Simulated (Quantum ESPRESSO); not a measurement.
The system is Ge.

```xyz
2
Lattice="1.4881 -2.5947 0.0000 1.4881 2.5947 0.0000 0.0000 0.0000 4.7276" Properties=species:S:1:pos:R:3 pbc="T T T"
Ge    1.4881    0.8643    1.1819
Ge    1.4881   -0.8643    3.5457
```

This isn't the form of Ge at room conditions, which is diamond.

Base run:

```yaml
Program: Quantum ESPRESSO 7.5
Functional: LDA
Potentials_or_basis: GBRV 1.5 LDA
Cutoff: 612 eV
Density_cutoff: 4898 eV
k_mesh: 10 × 10 × 6
Occupations: fermi-dirac, width 0.05 eV
Spin: no spin polarisation
```

Its results: band gap on the k mesh none (metal or under the smearing width); pressure -1.4 GPa.

Task: The run is repeated on the same cell with these changes: functional from LDA to PBEsol; potentials or basis from GBRV 1.5 LDA to GBRV 1.5 PBEsol. What comes out?

Result: Band gap on the k mesh none (metal or under the smearing width); pressure 0.2 GPa.
